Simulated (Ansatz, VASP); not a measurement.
## One calculation of BAs, two programs

```xyz
2
Lattice="0.0000 2.3839 2.3839 2.3839 0.0000 2.3839 2.3839 2.3839 0.0000" Properties=species:S:1:pos:R:3 pbc="T T T"
B     0.0000    0.0000    0.0000
As    1.1919    1.1919    1.1919
```

Alike in both runs: task single point; functional PBEsol; k mesh 8 × 8 × 8; non-collinear spin, spin-orbit coupling.

|  | VASP | Ansatz |
| --- | --- | --- |
| version | VASP 6.6.1 | Ansatz 0.2.0 |
| potentials or method | VASP PAW PBE potentials, release 64 (B, As) | plane waves, PAW |
| plane-wave cutoff (eV) | 520 | 420 |
| occupations | gaussian, width 0.01 eV | fixed |
| valence electrons in the cell | 8 | 18 |

```tsv
	VASP	Ansatz	Ansatz less VASP
gap on the k mesh at the Fermi level (eV)	1.02	1.03	+0.009
least direct gap on the mesh (eV)	3.04	3.04	-0.001
net moment per atom (μB)	0.00	0.00	0.000
```

The two sets of potentials don't hold the same shells in valence. Ansatz warned: «pseudo_functional_mismatch».
